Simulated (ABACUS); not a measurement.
# TePb (Fm-3m) in ABACUS: further runs, part 2 of 2

ABACUS 3.10.1. Earlier steps stand in the parts before.

## (3) Relaxation of cell and atoms, PBEsol

Contents of INPUT:

```
INPUT_PARAMETERS
suffix              TePb
calculation         cell-relax
basis_type          lcao
pseudo_dir          ./
orbital_dir         ./
latname             fcc
symmetry            1
dft_functional      pbesol
ecutwfc             100
pseudo_rcut         10
nspin               1
nbands              19
ks_solver           genelpa
smearing_method     fd
smearing_sigma      0.00367493
scf_thr             1e-07
scf_nmax            100
mixing_type         broyden
mixing_beta         0.7
cal_force           1
cal_stress          1
out_mul             1
relax_nmax          60
force_thr_ev        0.005
relax_method        cg
out_stru            1
stress_thr          0.5
```

Contents of STRU:

```
ATOMIC_SPECIES
Pb 207.2000 Pb.upf
Te 127.6000 Te.upf

NUMERICAL_ORBITAL
Pb_confined-atom_8au_2s2p2d.orb
Te_confined-atom_8au_2s2p2d.orb

LATTICE_CONSTANT
12.2114102173

ATOMIC_POSITIONS
Direct

Pb
0.0
1
0.0000000000 0.0000000000 0.0000000000 1 1 1

Te
0.0
1
0.5000000000 0.5000000000 0.5000000000 1 1 1
```

Contents of KPT:

```
K_POINTS
0
Gamma
6 6 6 0 0 0
```

Potentials or basis: Ansatz NC PBE, DZP LCAO (the cutoffs set its grid).

Command:

```
> OMP_NUM_THREADS=1 mpirun -np 4 abacus > log
```

It took 30 s on 4 MPI ranks of AMD EPYC 7R13 (Zen 3), shared host; peak memory 0.44 GiB.

It converged, with:

| Item | Value |
| --- | --- |
| Free energy | -5202.7881 eV |
| Relaxed volume | 59.82 Å³/atom |
| Relaxed cell | a = 5.531 Å, b = 5.531 Å, c = 5.531 Å, α = 60.00°, β = 60.00°, γ = 60.00° |
| Space group after relaxing (to 0.05 Å) | Fm-3m (No. 225) |
| Energy gained by relaxing | 328.1 meV/atom |
| Ionic steps | 12 |
| Pressure after relaxing | 0.0 GPa |
| Mulliken charges | Pb +0.16; Te -0.16 e |

The path:
```
step  energy change (eV)  largest force (eV/Å)  pressure (GPa)  volume (Å³)
   1              0.0000                0.0000            6.03        67.46
   2             -0.3205                0.0000            2.44        81.15
   3             -0.5053                0.0000            1.76        95.70
   4             -0.6199                0.0000           -1.09       129.81
   5             -0.6452                0.0000            0.60       113.36
   6             -0.6480                0.0000            0.51       114.19
   7             -0.6544                0.0000            0.27       116.70
   8             -0.6541                0.0000           -0.27       121.84
   9             -0.6553                0.0000           -0.18       120.99
  10             -0.6559                0.0000           -0.12       120.40
  11             -0.6560                0.0000           -0.10       120.21
  12             -0.6561                0.0000           -0.04       119.64
```

Final structure:
```
CELL_PARAMETERS angstrom
-3.91093 0.00000 3.91093
0.00000 3.91093 3.91093
-3.91093 3.91093 0.00000
ATOMIC_POSITIONS crystal
Pb 0.00000 0.00000 0.00000
Te 0.50000 0.50000 0.50000
```

Caveat: the atomic orbitals were generated for these runs and aren't a published set; the volume moved by over 15 % at a fixed basis, so the end points are rough; Mulliken charges move with the basis; the potentials were made for another functional, which shifts forces and pressure; the volume moved by +77 % from the deposited cell, more than functionals usually miss; the basis of atomic orbitals isn't converged, which shifts pressures, moduli and gaps. The run has no spin-orbit coupling, so splittings on Pb, Te are missing.

## (4) Single point, revPBE

Contents of run_abacus.py:

```python
"""ABACUS run from a structure file: ASE reads it, the script writes STRU, KPT and INPUT."""
import re
import subprocess
from ase.io import read
from ase.units import Bohr

atoms = read("POSCAR")
atoms = atoms[(-atoms.numbers).argsort(kind="stable")]  # ABACUS lists atoms element by element
pseudo = {'Pb': 'Pb.upf', 'Te': 'Te.upf'}
orbital = {}
magmoms = None
kmesh = [6, 6, 6]
params = {
    'suffix': 'TePb',
    'calculation': 'scf',
    'basis_type': 'pw',
    'pseudo_dir': './',
    'symmetry': 1,
    'dft_functional': 'revpbe',
    'ecutwfc': 83,
    'pseudo_rcut': 10,
    'nspin': 1,
    'nbands': 25,
    'ks_solver': 'dav',
    'smearing_method': 'fd',
    'smearing_sigma': 0.00367493,
    'scf_thr': 1e-08,
    'scf_nmax': 100,
    'mixing_type': 'broyden',
    'mixing_beta': 0.7,
    'cal_force': 1,
    'cal_stress': 1,
    'out_chg': 1,
    'out_pot': 2,
    'out_elf': 1,
}

symbols = atoms.get_chemical_symbols()
elements = list(dict.fromkeys(symbols))
lines = ["ATOMIC_SPECIES"] + [f"{e} {atoms.get_masses()[symbols.index(e)]:.4f} {pseudo[e]}" for e in elements]
if orbital:
    lines += ["", "NUMERICAL_ORBITAL"] + [orbital[e] for e in elements]
lines += ["", "LATTICE_CONSTANT", f"{1 / Bohr:.10f}", "", "LATTICE_VECTORS"]
lines += [" ".join(f"{x:.10f}" for x in v) for v in atoms.cell]
lines += ["", "ATOMIC_POSITIONS", "Direct"]
for e in elements:
    lines += ["", e, "0.0", str(symbols.count(e))]
    for i, p in enumerate(atoms.get_scaled_positions(wrap=False)):
        if symbols[i] == e:
            mag = "" if magmoms is None else " mag " + " ".join(str(x) for x in (magmoms[i] if isinstance(magmoms[i], list) else [magmoms[i]]))
            lines.append(" ".join(f"{x:.10f}" for x in p) + " 1 1 1" + mag)
open("STRU", "w").write("\n".join(lines) + "\n")
open("KPT", "w").write("K_POINTS\n0\nGamma\n%d %d %d 0 0 0\n" % tuple(kmesh))
open("INPUT", "w").write("INPUT_PARAMETERS\n" + "".join(f"{k:<20s}{v}\n" for k, v in params.items()))

done = subprocess.run(['mpirun', '-np', '4', 'abacus'])
if done.returncode:
    raise SystemExit(done.returncode)
log = open("OUT.TePb/running_scf.log").read()
print("final energy (eV):", re.findall(r"FINAL_ETOT_IS (\S+)", log))
```

Contents of POSCAR:

```
TePb
1.0
    0.0000000000      3.2310000000      3.2310000000
    3.2310000000      0.0000000000      3.2310000000
    3.2310000000      3.2310000000      0.0000000000
Pb Te
1 1
Direct
    0.0000000000      0.0000000000      0.0000000000
    0.5000000000      0.5000000000      0.5000000000
```

Potentials or basis: PseudoDojo NC SR 0.4.1 PBE standard, plane waves.

Command:

```
> OMP_NUM_THREADS=1 python run_abacus.py > log
```

It took 17 s on 4 MPI ranks of Intel Xeon Platinum 8488C (Sapphire Rapids), shared host; peak memory 0.36 GiB.

The run converged. Its results:

```yaml
Free_energy: -4771.0424 eV
Pressure: 3.2 GPa
Band_gap_on_the_k_mesh: 0.78 eV, direct
```

Levels at points of the mesh, in eV from the valence-band top:
```csv
k point,band 12,band 13,band 14,band 15,band 16,band 17,band 18,band 19
"(0.00, 0.00, 0.00)",-5.58,-1.35,-1.35,-1.35,4.12,4.12,4.12,5.82
"(0.50, 0.50, 0.50)",-8.58,-0.91,-0.91,0.00,0.78,1.28,1.28,8.49
"(0.50, 0.50, 0.00)",-7.28,-4.49,-2.80,-2.80,3.33,5.51,5.51,6.74
```

Caveat: the potentials were made for another functional, which shifts forces and pressure; spin-orbit coupling is left out, which as a rule narrows the gap of such compounds by several tenths of an eV.

## (5) Single point, BLYP

Contents of INPUT:

```
INPUT_PARAMETERS
suffix              TePb
calculation         scf
basis_type          pw
pseudo_dir          ./
symmetry            1
dft_functional      GGA_X_B88+GGA_C_LYP
ecutwfc             83
pseudo_rcut         10
nspin               1
nbands              25
ks_solver           dav
smearing_method     fd
smearing_sigma      0.00367493
scf_thr             1e-08
scf_nmax            100
mixing_type         broyden
mixing_beta         0.7
cal_force           1
cal_stress          1
out_chg             1
out_pot             2
out_elf             1
```

Contents of STRU:

```
ATOMIC_SPECIES
Pb 207.2000 Pb_ONCV_PBE-1.2.upf
Te 127.6000 Te_ONCV_PBE-1.2.upf

LATTICE_CONSTANT
1.8897261246

LATTICE_VECTORS
0.0000000000 3.2310000000 3.2310000000
3.2310000000 0.0000000000 3.2310000000
3.2310000000 3.2310000000 0.0000000000

ATOMIC_POSITIONS
Cartesian

Pb
0.0
1
0.0000000000 0.0000000000 0.0000000000 1 1 1

Te
0.0
1
3.2310000000 3.2310000000 3.2310000000 1 1 1
```

KPT is that of step 3.

Potentials or basis: SG15 ONCV 1.2 PBE, plane waves.

Command:

```
> OMP_NUM_THREADS=1 mpirun -np 4 abacus > log
```

It took 20 s on 4 MPI ranks of Intel Xeon Platinum 8488C (Sapphire Rapids), shared host; peak memory 0.32 GiB.

Results (log left out):

| Item | Value |
| --- | --- |
| Free energy | -3910.8367 eV |
| Pressure | 5.2 GPa |
| Band gap on the k mesh | 0.82 eV, direct |

Levels at points of the mesh, in eV from the valence-band top:
```tsv
k point	band 11	band 12	band 13	band 14	band 15	band 16	band 17	band 18	band 19	band 20
(0.00, 0.00, 0.00)	-12.05	-5.75	-1.37	-1.37	-1.37	4.01	4.01	4.01	6.03	6.03
(0.50, 0.50, 0.50)	-10.63	-8.66	-0.89	-0.89	0.00	0.82	1.25	1.25	8.74	9.44
(0.50, 0.50, 0.00)	-10.40	-7.42	-4.42	-2.78	-2.78	3.61	5.37	5.37	6.62	10.33
```

Caveat: the potentials were made for another functional, which shifts forces and pressure; spin-orbit coupling is left out, which as a rule narrows the gap of such compounds by several tenths of an eV.

## (6) Overview

```tsv
task	level	potentials or basis	cell	cutoff (eV)	SCF threshold on the density	eigensolver	max steps of the relaxation	force threshold	optimiser	gap on the mesh (eV)	pressure (GPa)
single point	PBEsol	Ansatz NC PBE, DZP LCAO (the cutoffs set its grid)	as given	1361	1e-07	genelpa	-	-	-	0.48	6.0
relaxation of cell and atoms	PBEsol	Ansatz NC PBE, DZP LCAO (the cutoffs set its grid)	relaxed	1361	1e-07	genelpa	60	0.005 eV/Å	cg	-	0.0
single point	revPBE	PseudoDojo NC SR 0.4.1 PBE standard, plane waves	as given	1129	1e-08	dav	-	-	-	0.78	3.2
single point	BLYP	SG15 ONCV 1.2 PBE, plane waves	as given	1129	1e-08	dav	-	-	-	0.82	5.2
```

Alike in all rows: no spin polarisation; k mesh 6 × 6 × 6; smearing fermi-dirac 0.05 eV.

Caveats: the potentials were made for another functional, which shifts forces and pressure; spin-orbit coupling is left out, which as a rule narrows the gap of such compounds by several tenths of an eV (some runs); the atomic orbitals were generated for these runs and aren't a published set (some runs); the basis of atomic orbitals isn't converged, which shifts pressures, moduli and gaps (some runs); the volume moved by over 15 % at a fixed basis, so the end points are rough (some runs); the volume moved by +77 % from the deposited cell, more than functionals usually miss (some runs).

Absolute energies hang on the potentials; compare differences alone.

## (7) How close it comes

Step 2. A measured gap of TePb is 0.19 eV (direct; 4.2 K; a printed reference work, monograph); the calculated 0.48 eV misses it by +0.29 eV. Spin-orbit coupling on Pb, Te is left out. The value is that of PBEsol in an atomic basis (Ansatz NC PBE, DZP LCAO (the cutoffs set its grid)), whose error adds to the functional's, on a finite k mesh, which can miss the band edges, without temperature or zero-point motion.

Step 4. Against the measured gap of TePb, 0.19 eV (direct; 4.2 K; a printed reference work, monograph), the calculated 0.78 eV is off by +0.59 eV. Spin-orbit coupling on Pb, Te is left out. The value is that of revPBE on a finite k mesh, which can miss the band edges, without temperature or zero-point motion.

Step 5. Measured gap of TePb: 0.19 eV (direct; 4.2 K; a printed reference work, monograph). This calculation gives 0.82 eV (+0.63 eV). Spin-orbit coupling on Pb, Te is left out. The value is that of BLYP on a finite k mesh, which can miss the band edges, without temperature or zero-point motion.
